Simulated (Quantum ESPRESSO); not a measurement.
Ag:

```
CELL_PARAMETERS angstrom
0.00000 2.04275 2.04275
2.04275 0.00000 2.04275
2.04275 2.04275 0.00000
ATOMIC_POSITIONS crystal
Ag 0.00000 0.00000 0.00000
```

Base run:

```yaml
Program: Quantum ESPRESSO 7.5
Functional: SCAN
Potentials_or_basis: SG15 PBE 1.2
Cutoff: 952 eV
Density_cutoff: 3810 eV
k_mesh: 8 × 8 × 8
Occupations: fermi-dirac, width 0.05 eV
Spin: no spin polarisation
```

Its results: band gap on the k mesh none (metal or under the smearing width); pressure 0.3 GPa.

**Question.** The run is repeated on the same cell with these changes: functional from SCAN to RPBE; k mesh from 8 × 8 × 8 to 11 × 11 × 11. What comes out?

**Answer.** Band gap on the k mesh none (metal or under the smearing width); pressure 8.9 GPa.

Several settings changed at once, so the effect can't be laid on one alone.

Caveats: the potentials were made for another functional, which shifts forces and pressure.
